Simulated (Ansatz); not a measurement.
Wires are cut from relaxed bulk TiO2 (P4_2/mnm, 10.32 Å³/atom, gap on the mesh 1.87 eV); atoms and period are relaxed, and energies count from that bulk.

All numbers below come from DFT PBEsol, scalar-relativistic, plane waves, PAW in Ansatz.

Settings: cutoff 420 eV, Γ-centred mesh 1×1×11 on the computed 27-atom cell, Gaussian smearing of 0.05 eV; no spin polarisation.

Start ([001] wire, 27 host atoms a period):

```
CELL_PARAMETERS angstrom
20.00000 0.00000 0.00000
0.00000 20.30000 0.00000
0.00000 0.00000 2.93923
ATOMIC_POSITIONS crystal
Ti 0.27046 0.50000 0.00000
Ti 0.50000 0.27385 0.00000
Ti 0.50000 0.50000 0.00000
Ti 0.50000 0.72615 0.00000
Ti 0.72954 0.50000 0.00000
Ti 0.38523 0.38692 0.50000
Ti 0.38523 0.61308 0.50000
Ti 0.61477 0.38692 0.50000
Ti 0.61477 0.61308 0.50000
O 0.34033 0.34269 0.00000
O 0.34033 0.56884 0.00000
O 0.56988 0.34269 0.00000
O 0.56988 0.56884 0.00000
O 0.31535 0.45577 0.50000
O 0.54490 0.22962 0.50000
O 0.54490 0.45577 0.50000
O 0.54490 0.68192 0.50000
O 0.77444 0.45577 0.50000
O 0.43012 0.43116 0.00000
O 0.43012 0.65731 0.00000
O 0.65967 0.43116 0.00000
O 0.65967 0.65731 0.00000
O 0.22556 0.54423 0.50000
O 0.45510 0.31808 0.50000
O 0.45510 0.54423 0.50000
O 0.45510 0.77038 0.50000
O 0.68465 0.54423 0.50000
```

Problem. What does the relaxation give?

Solution. The free energy falls by 165 meV/atom.

| Quantity | Value |
| --- | --- |
| excess energy (eV per host atom) | 0.205 |
| line energy (eV/Å) | 1.914 |
| period (Å) | 2.887 |
| gap on the mesh (eV) | 1.22 |

Relaxed structure:
```yaml
crystal:
  lattice:
    - [20.00000, 0.00000, 0.00000]
    - [0.00000, 20.30000, 0.00000]
    - [0.00000, 0.00000, 2.88735]
  atoms:
    - { symbol: Ti, position: [0.27053, 0.50726, 0.00000] }
    - { symbol: Ti, position: [0.50736, 0.27392, 0.00000] }
    - { symbol: Ti, position: [0.50000, 0.50000, 0.00000] }
    - { symbol: Ti, position: [0.49264, 0.72608, 0.00000] }
    - { symbol: Ti, position: [0.72947, 0.49274, 0.00000] }
    - { symbol: Ti, position: [0.38155, 0.38331, 0.50000] }
    - { symbol: Ti, position: [0.38787, 0.61048, 0.50000] }
    - { symbol: Ti, position: [0.61213, 0.38952, 0.50000] }
    - { symbol: Ti, position: [0.61845, 0.61669, 0.50000] }
    - { symbol: O, position: [0.34282, 0.34515, 0.00000] }
    - { symbol: O, position: [0.32938, 0.58357, 0.00000] }
    - { symbol: O, position: [0.58481, 0.33189, 0.00000] }
    - { symbol: O, position: [0.56494, 0.56398, 0.00000] }
    - { symbol: O, position: [0.31750, 0.45867, 0.50000] }
    - { symbol: O, position: [0.52634, 0.22135, 0.50000] }
    - { symbol: O, position: [0.54934, 0.45138, 0.50000] }
    - { symbol: O, position: [0.54196, 0.67980, 0.50000] }
    - { symbol: O, position: [0.78283, 0.47403, 0.50000] }
    - { symbol: O, position: [0.43506, 0.43602, 0.00000] }
    - { symbol: O, position: [0.41519, 0.66811, 0.00000] }
    - { symbol: O, position: [0.67062, 0.41643, 0.00000] }
    - { symbol: O, position: [0.65718, 0.65485, 0.00000] }
    - { symbol: O, position: [0.21717, 0.52597, 0.50000] }
    - { symbol: O, position: [0.45804, 0.32020, 0.50000] }
    - { symbol: O, position: [0.45066, 0.54862, 0.50000] }
    - { symbol: O, position: [0.47366, 0.77865, 0.50000] }
    - { symbol: O, position: [0.68250, 0.54133, 0.50000] }
```

An odd mesh misses points on the zone edge, so a gap read on it can be too wide.

Each run keeps its start's symmetry and one magnetic start, so lower states can exist.

The run took 6.1 min on 4 threads of Arm Neoverse V2, with other jobs on the host, peak memory 3.9 GiB.